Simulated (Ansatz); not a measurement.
# SiO2 (P6_422) in Ansatz: reference runs

How does SiO2 come out in PBE? The cell is run as given and disturbed.

Everything below comes from runs of Ansatz 0.2.0. Logs are shortened: lines on timing, memory, paths and dates and some standing lists are left out, and cuts for length are marked.

## Step 1: The crystal as given

Symmetry: P6_422, No. 181, hexagonal system. The conventional cell has a = 5.061 Å, b = 5.061 Å, c = 5.541 Å, α = 90.00°, β = 90.00°, γ = 120.00°. Around Si (site symmetry 222) lie 4 O at 1.61 Å. O (site symmetry 2) has 2 Si at 1.61 Å as nearest neighbours.

The cell comes from a database or a generator and needn't be the stable form of this composition.

## Step 2: Single point, PBE

The input, input.yaml:

```yaml
crystal:
  lattice:
    - [5.0605222284, 0.0, 0.0]
    - [-2.5302611142, 4.3825408062, 0.0]
    - [0.0, 0.0, 5.54135331]
  atoms:
    - { symbol: Si, position: [0.5, 0.0, 0.0] }
    - { symbol: Si, position: [0.5, 0.5, 0.6666666667] }
    - { symbol: Si, position: [0.0, 0.5, 0.3333333333] }
    - { symbol: O, position: [0.20860537, 0.79139463, 0.1666666667] }
    - { symbol: O, position: [0.20860537, 0.41721074, 0.5] }
    - { symbol: O, position: [0.41721074, 0.20860537, 0.8333333333] }
    - { symbol: O, position: [0.79139463, 0.20860537, 0.1666666667] }
    - { symbol: O, position: [0.79139463, 0.58278926, 0.5] }
    - { symbol: O, position: [0.58278926, 0.79139463, 0.8333333333] }
kpoints:
  mp_grid: { grid: [6, 6, 5] }
scf:
  occupations: { method: fermi_dirac, width: 0.05 }
hamiltonian:
  xc: pbe
  pseudopotentials: { kind: all_electron, lapw: { basis_error: 0.001 } }
output:
  forces: true
  stress: true
  eigenvalues: true
  populations: true
```

Potentials or basis: all-electron LAPW, scalar-relativistic.

Run with:

```
ansatz run input.yaml --threads 8 --pin off --max-ram 24576MiB --backend cpu --events-out ev --progress --plain --runs-dir out
```

The log of the run:

```text
Warning: RAYON_NUM_THREADS=8 ignored (pool sized by the plan → 8); use --threads N
Si: projections on atomic orbitals take those of the free atom 1s2 2s2 2p6 3s2 3p2, of charge +0.00 (hamiltonian.pseudopotentials.projection_atoms)
O: projections on atomic orbitals take those of the free atom 1s2 2s2 2p4, of charge +0.00 (hamiltonian.pseudopotentials.projection_atoms)
LAPW: plane waves up to 12.098 Å⁻¹, error target 1.0e-3 eV per atom; small_component_spin mean_spin; O in spheres of 0.775 Å, 8 of its electrons in bands, Dirac shells []; Si in spheres of 0.833 Å, 12 of its electrons in bands, Dirac shells [] (how accurate: hamiltonian.pseudopotentials.lapw.basis_error, Limitations)
Engine: ansatz 0.2.0, x86_64-unknown-linux-gnu
Pseudopotentials: kind: all_electron
Pseudopotential: Si, LAPW, valence charge 12, lapw/all_electron/scalar/gaussian/Si, Koelling and Harmon's equation, gaussian nucleus
Pseudopotential: O, LAPW, valence charge 8, lapw/all_electron/scalar/gaussian/O, Koelling and Harmon's equation, gaussian nucleus
Functional definition: PBE
  parameter kappa = 0.804
  parameter beta = 0.06672455060314922
  exchange = pbe_x(kappa = kappa, mu = beta*pi^2/3)
  correlation = pbe_c(beta = beta)
Crystal: 9 atoms, lattice volume = 122.896 Å³
Basis set: ecut = 557.6324324300316 eV, 3681 PW (Γ), exchange–correlation at level 2
Bands: 51, of which v1, the nominal top of the filled ones, is band 42 counted from 1 (41 counted from 0)
Symmetry: 12 space group operations
Space group: P6422 (ITA 181), of the structure as read, at distance tolerance 5.0e-5 Å
k-points: 21 of 180 (time reversal used)
Non-local potential: Si, projectors of the file, none
Non-local potential: O, projectors of the file, none
Initial density: superposition of atomic densities (chi_scale 0.1, normalization cell, long waves kept (reshape's long-wave potential 0.07 eV rms))
Initial wavefunctions: plane waves of lowest kinetic energy (no species holds an atomic orbital)
Functional: x = pbe(κ = 0.804, μ = 0.2195149727645171), c = pbe(β = 0.06672455060314922)
iter 1 solved again at ethr=2.63e-2 eV; its pass at ethr=1.00e-1 eV (dr2=2.21e1 eV) is discarded
SCF iter   1: F=—  HF=-35987.019644 eV  |F-HF|=—  |Δ(HF+E_count)|=         —  Δρ=1.39e-1  dr2=2.21e1  ethr=2.63e-2  ⟨swp⟩=2.1  Hψ=7645  notcnv=0
preconditioner: auto → Resta (q_TF=auto, 2.561 Å⁻¹)  ε∞=2.6  [insulator: Δε(μ)=7.921 eV  Ē_g=18.633 eV  σ=0.050 eV  W_gap=1.00  n_scr=28 (ndim 8)  ℏωp=23.2 eV  f_vac=0.186  D(μ)=0.00/eV (n_scr^D=0)  ε∞_Penn≈2.6]
iter 2 solved again at ethr=8.32e-4 eV; its pass at ethr=2.63e-2 eV (dr2=6.99e-1 eV) is discarded
SCF iter   2: F=—  HF=-35977.325470 eV  |F-HF|=—  |Δ(HF+E_count)|=    9.69e0  Δρ=3.08e-2  dr2=6.99e-1  ethr=8.32e-4  ⟨swp⟩=2.1  Hψ=5758  notcnv=0
SCF iter   3: F=—  HF=-35977.170956 eV  |F-HF|=—  |Δ(HF+E_count)|=         —  Δρ=2.21e-2  dr2=5.94e-1  ethr=8.32e-4  ⟨swp⟩=2.0  Hψ=3256  notcnv=0
the basis was enlarged: its passes take 2.8 MiB over the memory plan, 8 of 8 planned eigensolver slots
SCF iter   4: F=—  HF=-35977.163176 eV  |F-HF|=—  |Δ(HF+E_count)|=   7.78e-3  Δρ=4.31e-3  dr2=2.02e-2  ethr=7.07e-4  ⟨swp⟩=2.2  Hψ=3257  notcnv=0
SCF iter   5: F=—  HF=-35977.172541 eV  |F-HF|=—  |Δ(HF+E_count)|=   9.36e-3  Δρ=7.08e-4  dr2=9.10e-4  ethr=2.41e-5  ⟨swp⟩=3.0  Hψ=3341  notcnv=0
SCF iter   6: F=—  HF=-35977.173375 eV  |F-HF|=—  |Δ(HF+E_count)|=   8.34e-4  Δρ=1.18e-4  dr2=2.31e-5  ethr=1.08e-6  ⟨swp⟩=3.0  Hψ=3432  notcnv=0
SCF iter   7: F=—  HF=-35977.173384 eV  |F-HF|=—  |Δ(HF+E_count)|=   8.86e-6  Δρ=2.49e-5  dr2=6.58e-7  ethr=2.75e-8  ⟨swp⟩=3.0  Hψ=3411  notcnv=0
SCF iter   8: F=-35977.173386 eV  HF=-35977.173386 eV  |F-HF|=6.48e-8  |Δ(HF+E_count)|=   2.27e-6  Δρ=6.15e-6  dr2=5.28e-8  ethr=7.83e-10  ⟨swp⟩=3.0  Hψ=3474  notcnv=0
SCF 1 converged in 8 iterations: F = -35977.173386 eV  dr2 = 5.28e-8
SCF converged after 8 iterations
Free energy (F): -35977.173386 eV
Harris-Foulkes:  -35977.173386 eV  (|F-HF|=6.48e-8)
Internal energy: -35977.173386 eV  (E = F + TS)
E sigma→0 (E₀):  -35977.173386 eV
Fermi energy:    5.436033 eV
--- Per-component energies (eV) ---
  E_band       = -8549.302994
  E_kinetic    = 36033.615169
  E_xc         = -3116.094363
  E_electrostatic = -68894.694192  (all electrons and nuclei)
  E_smearing   = -0.000000  (= −TS)
  E_closure    = 0.000000  (closes the sum)
  E_atoms      = -35905.991669  (free atoms, spherical and without spin; not in F)
  Σ components = -35977.173386   (vs F -35977.173386, Δ=0.00e0)
  Basis errors (estimates in eV, not in F): energy 5.6e-4 per atom: plane waves 5.1e-4 (3.2e-4 summed), levels above the bands 3.2e-75, relativity 3.7e-8, radial functions 5.2e-5, core shells 1.1e-10; eigenvalues (radial functions only) 1.4e-5; not estimated: angular momenta, meshes, grids; target (lapw.basis_error) 1.0e-3; muffin-tin radii O 0.775 Å, Si 0.833 Å
--- Forces (eV/Å), atoms counted from 1 ---
  atom   1  Si     0.00000000     0.00000000    -0.00000000
  atom   2  Si    -0.00000000    -0.00000000     0.00000000
  atom   3  Si     0.00000000     0.00000000     0.00000000
  atom   4  O     -0.21611813     0.12477586     0.00000000
  atom   5  O      0.00000000    -0.24955172    -0.00000000
  atom   6  O     -0.21611813    -0.12477586    -0.00000000
  atom   7  O      0.21611813    -0.12477586    -0.00000000
  atom   8  O     -0.00000000     0.24955172     0.00000000
  atom   9  O      0.21611813     0.12477586     0.00000000
  max |Σ_I F_I| component: 5.55e-17 eV/Å
--- Stress (GPa, compression-positive) ---
        4.999685       0.000000      -0.000000
        0.000000       4.999685      -0.000000
       -0.000000      -0.000000       4.907737
  P = ⅓ Tr σ = 4.9690 GPa (49.690 kbar)
--- Band table (eV; the first three rows and the last of 21) ---
  k-point 0: bands = ["-501.0204", "-501.0204", "-501.0204", "-501.0204", "-501.0204", "-501.0204", "-129.8040", "-129.8040", "-129.8040", "-85.8765", "-85.8765", "-85.8765", "-85.8611", "-85.8611", "-85.8608", "-85.8535", "-85.8529", "-85.8529", "-16.9235", "-15.4639", "-15.4639", "-14.8653", "-14.8163", "-14.8163", "-6.0560", "-6.0560", "-3.2223", "-2.9532", "-2.8578", "-2.8578", "-0.3956", "-0.3686", "-0.3686", "-0.0723", "0.7653", "0.7738", "0.7738", "1.5036", "1.5036", "2.0321", "2.0321", "2.3014", "8.2165", "11.4883", "11.4883", "11.7285", "11.7285", "12.6107", "13.6155", "14.6583", "15.6522"]
  k-point 1: bands = ["-501.0204", "-501.0204", "-501.0204", "-501.0204", "-501.0204", "-501.0204", "-129.8040", "-129.8040", "-129.8040", "-85.8766", "-85.8765", "-85.8765", "-85.8612", "-85.8610", "-85.8608", "-85.8535", "-85.8531", "-85.8528", "-16.8513", "-15.9023", "-15.0778", "-14.8603", "-14.8222", "-14.8146", "-6.7733", "-5.1764", "-3.2674", "-3.1611", "-3.1083", "-2.4880", "-0.4400", "-0.3211", "-0.1962", "0.0377", "0.5893", "0.6991", "0.7568", "0.9971", "1.6291", "1.9271", "2.3456", "2.3687", "8.5783", "11.2627", "11.3498", "11.6045", "12.2284", "12.8647", "13.4056", "14.5246", "15.1701"]
  k-point 2: bands = ["-501.0204", "-501.0204", "-501.0204", "-501.0204", "-501.0204", "-501.0204", "-129.8040", "-129.8040", "-129.8040", "-85.8766", "-85.8765", "-85.8765", "-85.8612", "-85.8609", "-85.8609", "-85.8534", "-85.8532", "-85.8527", "-16.6412", "-16.3131", "-14.8479", "-14.8443", "-14.8334", "-14.8147", "-7.1824", "-4.2947", "-3.5685", "-3.3379", "-3.3230", "-2.2082", "-0.3361", "-0.1952", "-0.0543", "0.2854", "0.3186", "0.5263", "0.5311", "0.6771", "1.3787", "2.1676", "2.4458", "2.4978", "9.4938", "10.5831", "11.0417", "11.9579", "12.6975", "12.8776", "13.5397", "14.3966", "14.5808"]
  k-point 20: bands = ["-501.0204", "-501.0204", "-501.0204", "-501.0204", "-501.0204", "-501.0204", "-129.8040", "-129.8040", "-129.8040", "-85.8765", "-85.8765", "-85.8765", "-85.8611", "-85.8610", "-85.8609", "-85.8533", "-85.8530", "-85.8530", "-16.4185", "-15.8777", "-15.6750", "-14.8741", "-14.8504", "-14.8392", "-5.7384", "-5.2016", "-4.3562", "-2.9457", "-2.6338", "-2.6329", "-0.7627", "-0.4105", "-0.3691", "0.3770", "0.4650", "0.5072", "1.2541", "1.4589", "1.5290", "1.7249", "1.7728", "1.9961", "11.1143", "11.6267", "12.1637", "12.2162", "12.5850", "12.7217", "12.8526", "13.3815", "13.7557"]
--- Löwdin populations: 9 sites ---
  site symbol       q [e]
     0     Si     12.1866
     1     Si     12.1866
     2     Si     12.1866
     3      O      8.8008
     4      O      8.8008
     5      O      8.8008
     6      O      8.8008
     7      O      8.8008
     8      O      8.8008
  spilling = 0.007060 (of n_electrons = 90.000000)
```

It took 82 s on 8 threads of AMD EPYC (Zen 3), shared host; peak memory 1.3 GiB.

What came out:

| Quantity | Value |
| --- | --- |
| Free energy | -35977.1734 eV |
| Pressure | 5.0 GPa |
| Largest force | 0.250 eV/Å |
| Band gap on the k mesh | 5.72 eV, indirect (least direct gap 5.92 eV) |
| Loewdin charges | Si +1.81; O -0.80 e |

Forces on the atoms (eV/Å):
```
Si   0.000  0.000  0.000
Si   0.000  0.000  0.000
Si   0.000  0.000  0.000
O   -0.216  0.125  0.000
O    0.000 -0.250  0.000
O   -0.216 -0.125  0.000
O    0.216 -0.125  0.000
O    0.000  0.250  0.000
O    0.216  0.125  0.000
```

Levels at points of the mesh, in eV from the valence-band top:
```tsv
k point	band 39	band 40	band 41	band 42	band 43	band 44	band 45	band 46
(0.00, 0.00, 0.00)	-0.99	-0.47	-0.47	-0.20	5.72	8.99	8.99	9.23
(0.00, -0.50, 0.00)	-1.16	-1.01	-0.36	-0.01	7.78	8.59	9.67	9.71
```

Caveat: the atomic charges don't sum to the cell's charge; an odd mesh through Γ misses points on the zone boundary, where band edges often lie.

## Step 3: Single point, PBE (atoms moved at random, drawn with an rms of 0.05 Å)

The input, input.yaml:

```yaml
crystal:
  lattice:
    - [5.0605222284, 0.0, 0.0]
    - [-2.5302611142, 4.3825408062, 0.0]
    - [0.0, 0.0, 5.54135331]
  atoms:
    - { symbol: Si, position: [0.502878, -0.003254, -0.002786] }
    - { symbol: Si, position: [0.508236, 0.502803, 0.663944] }
    - { symbol: Si, position: [0.003241, 0.501766, 0.336418] }
    - { symbol: O, position: [0.207546, 0.779554, 0.174531] }
    - { symbol: O, position: [0.206824, 0.415073, 0.505559] }
    - { symbol: O, position: [0.4173, 0.211001, 0.8277] }
    - { symbol: O, position: [0.802601, 0.21799, 0.158239] }
    - { symbol: O, position: [0.777957, 0.591015, 0.497976] }
    - { symbol: O, position: [0.587615, 0.796573, 0.828942] }
kpoints:
  mp_grid: { grid: [6, 6, 5] }
scf:
  occupations: { method: fermi_dirac, width: 0.05 }
hamiltonian:
  xc: pbe
  pseudopotentials: { kind: all_electron, lapw: { basis_error: 0.001 } }
output:
  forces: true
  stress: true
  eigenvalues: true
  populations: true
```

Potentials or basis: all-electron LAPW, scalar-relativistic.

Run with:

```
ansatz run input.yaml --threads 8 --pin off --max-ram 24576MiB --backend cpu --events-out ev --progress --plain --runs-dir out
```

The log of the run:

```text
Warning: RAYON_NUM_THREADS=8 ignored (pool sized by the plan → 8); use --threads N
Si: projections on atomic orbitals take those of the free atom 1s2 2s2 2p6 3s2 3p2, of charge +0.00 (hamiltonian.pseudopotentials.projection_atoms)
O: projections on atomic orbitals take those of the free atom 1s2 2s2 2p4, of charge +0.00 (hamiltonian.pseudopotentials.projection_atoms)
LAPW: plane waves up to 12.882 Å⁻¹, error target 1.0e-3 eV per atom; small_component_spin mean_spin; O in spheres of 0.726 Å, 8 of its electrons in bands, Dirac shells []; Si in spheres of 0.790 Å, 12 of its electrons in bands, Dirac shells [] (how accurate: hamiltonian.pseudopotentials.lapw.basis_error, Limitations)
[... 9 set-up lines as earlier in the session ...]
Crystal: 9 atoms, lattice volume = 122.896 Å³
Basis set: ecut = 632.2042106064 eV, 4457 PW (Γ), exchange–correlation at level 2
Bands: 51, of which v1, the nominal top of the filled ones, is band 42 counted from 1 (41 counted from 0)
Symmetry: 1 space group operations
Space group: P1 (ITA 1), of the structure as read, at distance tolerance 5.0e-5 Å
k-points: 92 of 180 (time reversal used)
[... 2 set-up lines as earlier in the session ...]
Initial density: superposition of atomic densities (chi_scale 0.1, normalization cell, long waves kept (reshape's long-wave potential 0.08 eV rms))
[... 2 set-up lines as earlier in the session ...]
[... 32 lines left out ...]
  atom   1  Si    -1.10833465     0.77061558     0.74802035
  atom   2  Si    -3.12176797    -0.60022287     1.78084640
  atom   3  Si    -1.23918077    -1.42286978     1.48595492
  atom   4  O      1.10667399     3.14877926    -2.18351969
  atom   5  O     -0.62672320    -0.21674909    -0.00109759
  atom   6  O      0.61323070    -1.39400912     1.24203158
  atom   7  O     -0.43762563    -0.69869013     0.05235853
  atom   8  O      4.49021526     0.56681238    -3.12836563
  atom   9  O      0.32350375    -0.15366216     0.00379498
  max |Σ_I F_I| component: 2.38e-5 eV/Å
--- Stress (GPa, compression-positive) ---
        4.751349       1.639339      -2.857582
        1.639339       6.709776      -2.303724
       -2.857582      -2.303724       6.233662
  P = ⅓ Tr σ = 5.8983 GPa (58.983 kbar)
--- Band table (eV; the first three rows and the last of 92) ---
  k-point 0: bands = ["-501.0988", "-501.0641", "-501.0284", "-501.0219", "-500.9747", "-500.8858", "-130.0889", "-129.8411", "-129.4600", "-86.1665", "-86.1488", "-86.1381", "-85.9135", "-85.9019", "-85.8855", "-85.5255", "-85.5133", "-85.5071", "-16.9363", "-15.5676", "-15.4387", "-14.8300", "-14.8209", "-14.7553", "-6.0686", "-5.9628", "-3.2114", "-2.9551", "-2.8625", "-2.7447", "-0.4156", "-0.4033", "-0.3540", "-0.0577", "0.7378", "0.7489", "0.8196", "1.4649", "1.5423", "2.0373", "2.0556", "2.3141", "8.1638", "11.3310", "11.4045", "11.7010", "11.8185", "12.5056", "13.5447", "14.6824", "15.2414"]
  k-point 1: bands = ["-501.0988", "-501.0641", "-501.0284", "-501.0219", "-500.9747", "-500.8858", "-130.0889", "-129.8411", "-129.4600", "-86.1665", "-86.1488", "-86.1381", "-85.9135", "-85.9019", "-85.8855", "-85.5255", "-85.5133", "-85.5071", "-16.8658", "-15.9281", "-15.1551", "-14.8250", "-14.8131", "-14.7418", "-6.7294", "-5.1409", "-3.2616", "-3.1615", "-3.0445", "-2.4366", "-0.4510", "-0.3365", "-0.2087", "0.0491", "0.5745", "0.6818", "0.7639", "1.0268", "1.6453", "1.9184", "2.3465", "2.3898", "8.5227", "11.1656", "11.2562", "11.6322", "12.1917", "12.7446", "13.3823", "14.5116", "14.9363"]
  k-point 2: bands = ["-501.0988", "-501.0641", "-501.0284", "-501.0219", "-500.9747", "-500.8858", "-130.0889", "-129.8411", "-129.4600", "-86.1665", "-86.1488", "-86.1381", "-85.9135", "-85.9019", "-85.8855", "-85.5255", "-85.5133", "-85.5071", "-16.6649", "-16.3211", "-15.0020", "-14.8173", "-14.8051", "-14.6857", "-7.1342", "-4.2685", "-3.5547", "-3.3487", "-3.2491", "-2.1558", "-0.3482", "-0.2016", "-0.0635", "0.2643", "0.2988", "0.4874", "0.5530", "0.7463", "1.3932", "2.1511", "2.4463", "2.5183", "9.4289", "10.5014", "10.9842", "11.9483", "12.5685", "12.9439", "13.3400", "14.3507", "14.4981"]
  k-point 91: bands = ["-501.0988", "-501.0641", "-501.0284", "-501.0219", "-500.9747", "-500.8858", "-130.0889", "-129.8411", "-129.4600", "-86.1665", "-86.1488", "-86.1381", "-85.9135", "-85.9019", "-85.8855", "-85.5255", "-85.5133", "-85.5071", "-16.4312", "-16.1217", "-15.4698", "-14.9259", "-14.8059", "-14.7468", "-6.0534", "-4.9802", "-4.1369", "-3.0038", "-2.6730", "-2.4896", "-0.8018", "-0.6707", "-0.0688", "0.2400", "0.3378", "0.8357", "1.1624", "1.2749", "1.5369", "1.6881", "1.8915", "2.2251", "10.7535", "11.5841", "11.8158", "12.1883", "12.4647", "12.6483", "12.7498", "13.2350", "13.6721"]
--- Löwdin populations: 9 sites ---
  site symbol       q [e]
     0     Si     12.1978
     1     Si     12.1770
     2     Si     12.1883
     3      O      8.8007
     4      O      8.8032
     5      O      8.8001
     6      O      8.7975
     7      O      8.7989
     8      O      8.7995
  spilling = 0.007077 (of n_electrons = 90.000000)
```

populations.tsv:

```text
# site	symbol	l	j	q
# orbitals = lowdin
# n_electrons = 90.000000
# spilling = 0.007077
# projection_atom_Si: 1s2 2s2 2p6 3s2 3p2
# projection_atom_O: 1s2 2s2 2p4
0	Si	0_1S	-	1.999833
0	Si	0_2S	-	1.984985
0	Si	0_3S	-	0.668139
0	Si	1_2P	-	5.994284
0	Si	1_3P	-	1.550553
1	Si	0_1S	-	1.999804
1	Si	0_2S	-	1.982472
1	Si	0_3S	-	0.641397
1	Si	1_2P	-	5.993145
1	Si	1_3P	-	1.560213
2	Si	0_1S	-	1.999821
2	Si	0_2S	-	1.983909
2	Si	0_3S	-	0.656953
2	Si	1_2P	-	5.993799
2	Si	1_3P	-	1.553826
3	O	0_1S	-	1.995975
3	O	0_2S	-	1.589580
3	O	1_2P	-	5.215103
4	O	0_1S	-	1.996120
4	O	0_2S	-	1.597596
4	O	1_2P	-	5.209490
5	O	0_1S	-	1.996180
5	O	0_2S	-	1.599615
5	O	1_2P	-	5.204329
6	O	0_1S	-	1.996216
6	O	0_2S	-	1.600672
6	O	1_2P	-	5.200657
7	O	0_1S	-	1.995837
7	O	0_2S	-	1.592962
7	O	1_2P	-	5.210124
8	O	0_1S	-	1.995991
8	O	0_2S	-	1.592658
8	O	1_2P	-	5.210805
```

Run time: 7.2 min. Hardware: 8 threads of AMD EPYC (Zen 3), shared host; peak memory 2.7 GiB.

What came out:

- Free energy: -35976.7549 eV
- Pressure: 5.9 GPa
- Largest force: 5.502 eV/Å
- Band gap on the k mesh: 5.65 eV, indirect (least direct gap 5.85 eV)
- Loewdin charges: Si +1.80, +1.82, +1.81; O -0.80 e

Forces on the atoms (eV/Å):
```
Si  -1.108  0.771  0.748
Si  -3.122 -0.600  1.781
Si  -1.239 -1.423  1.486
O    1.107  3.149 -2.184
O   -0.627 -0.217 -0.001
O    0.613 -1.394  1.242
O   -0.438 -0.699  0.052
O    4.490  0.567 -3.128
O    0.324 -0.154  0.004
```

Stress tensor (GPa, compression positive):
```
 4.75  1.64 -2.86
 1.64  6.71 -2.30
-2.86 -2.30  6.23
```

Levels at points of the mesh, in eV from the valence-band top:
| k point | band 40 | band 41 | band 42 | band 43 | band 44 | band 45 |
| --- | --- | --- | --- | --- | --- | --- |
| (0.00, 0.00, 0.00) | -0.48 | -0.46 | -0.20 | 5.65 | 8.81 | 8.89 |
| (0.00, -0.50, 0.00) | -0.95 | -0.40 | -0.04 | 7.62 | 8.38 | 9.32 |
| (-0.50, 0.00, 0.00) | -0.93 | -0.38 | -0.02 | 7.68 | 8.44 | 9.59 |
| (-0.50, -0.50, 0.00) | -1.01 | -0.36 | -0.01 | 7.73 | 8.63 | 9.32 |

Caveat: the atomic charges don't sum to the cell's charge; an odd mesh through Γ misses points on the zone boundary, where band edges often lie.
